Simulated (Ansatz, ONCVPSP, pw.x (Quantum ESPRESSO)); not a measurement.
**What a changed setting does to a pw.x run (sc W)**

Potential: optimised norm-conserving Vanderbilt (ONCV), ONCVPSP 4.0.1, PBE; core [Kr] 4d10 4f14, reference 5s2 5p6 5d4 6s0.5; waves: 5s+6s: rc 1.60 bohr, ncon 4, nbas 8, qcut 7 1/bohr, 2 projectors; 5p: rc 1.65 bohr, ncon 4, nbas 8, qcut 10.6 1/bohr, 2 projectors, debl 3.6 Ha; 5d: rc 2.20 bohr, ncon 3, nbas 7, qcut 6.1 1/bohr, 2 projectors, debl 1.4 Ha; local part: polynomial inside 1.50 bohr (lpopt 5, dvloc0 2 Ha); core correction: Teter function, fcfact 2, rcfact 1.65.

The reference run (k-mesh 12³, cutoffs 85/340 Ry, Fermi–Dirac 0.01 Ry, mixing_beta 0.4, conv_thr 1e-9, no spin) gives -4.87 GPa at 18.539 Å³/atom, where all-electron LAPW gives -2.09 GPa. This run, with its own iteration cap, changes k-mesh points per axis to 6.

```
&control
  calculation='scf', prefix='x', pseudo_dir='./', outdir='./tmp', tstress=.true., disk_io='none'
/
&system
  ibrav=0, nat=1, ntyp=1, ecutwfc=85, ecutrho=340, nbnd=15,
  occupations='smearing', smearing='fd', degauss=0.01
/
&electrons
  conv_thr=1e-09, mixing_beta=0.4, electron_maxstep=50
/
ATOMIC_SPECIES
W 1.0 W.UPF
CELL_PARAMETERS angstrom
  2.64664343 0.00000000 0.00000000
  0.00000000 2.64664343 0.00000000
  0.00000000 0.00000000 2.64664343
ATOMIC_POSITIONS crystal
W 0.0000 0.0000 0.0000
K_POINTS automatic
6 6 6 0 0 0
```

```bash
pw.x < W.scf.in > W.scf.out
```

Question: How does the run end?

Answer: It converges in 9 iterations; the free energy moves by -62.6 meV/atom and the pressure by -1.86 GPa.

```
Message from routine setup:
     using ibrav=0 with symmetry is DISCOURAGED, use correct ibrav instead
     lattice parameter (alat)  =       5.0014  a.u.
     unit-cell volume          =     125.1074 (a.u.)^3
     number of electrons       =        14.00
     number of Kohn-Sham states=           15
     kinetic-energy cutoff     =      85.0000  Ry
     charge density cutoff     =     340.0000  Ry
     scf convergence threshold =      1.0E-09
     Exchange-correlation= PBE
     number of k points=    20  Fermi-Dirac smearing, width (Ry)=  0.0100
     iteration #  1     ecut=    85.00 Ry     beta= 0.40
     total energy              =    -145.05932939 Ry
     estimated scf accuracy    <       1.72883610 Ry
     iteration #  2     ecut=    85.00 Ry     beta= 0.40
     total energy              =    -145.10017931 Ry
     estimated scf accuracy    <       0.17399189 Ry
     iteration #  3     ecut=    85.00 Ry     beta= 0.40
     total energy              =    -145.14202496 Ry
     estimated scf accuracy    <       0.00249213 Ry
     [... 3 iterations left out ...]
     iteration #  7     ecut=    85.00 Ry     beta= 0.40
     total energy              =    -145.14247372 Ry
     estimated scf accuracy    <       0.00000001 Ry
     iteration #  8     ecut=    85.00 Ry     beta= 0.40
     total energy              =    -145.14247372 Ry
     estimated scf accuracy    <          1.9E-09 Ry
     iteration #  9     ecut=    85.00 Ry     beta= 0.40
     the Fermi energy is    18.6343 ev
!    total energy              =    -145.14247372 Ry
     estimated scf accuracy    <          2.5E-10 Ry
     smearing contrib. (-TS)   =      -0.00450533 Ry
     The total energy is F=E-TS. E is the sum of the following terms:
     one-electron contribution =     -27.65058673 Ry
     hartree contribution      =      20.05855517 Ry
     xc contribution           =     -26.35570344 Ry
     ewald contribution        =    -111.19023339 Ry
     convergence has been achieved in   9 iterations
          total   stress  (Ry/bohr**3)                   (kbar)     P=      -67.24
     Message from routine punch:
     Nothing written, as per user request (disk_io='none')
```

The run took about 3.8 s on one core of a shared host (AMD EPYC 9R14, 192 threads, 1480 GiB, load 32).
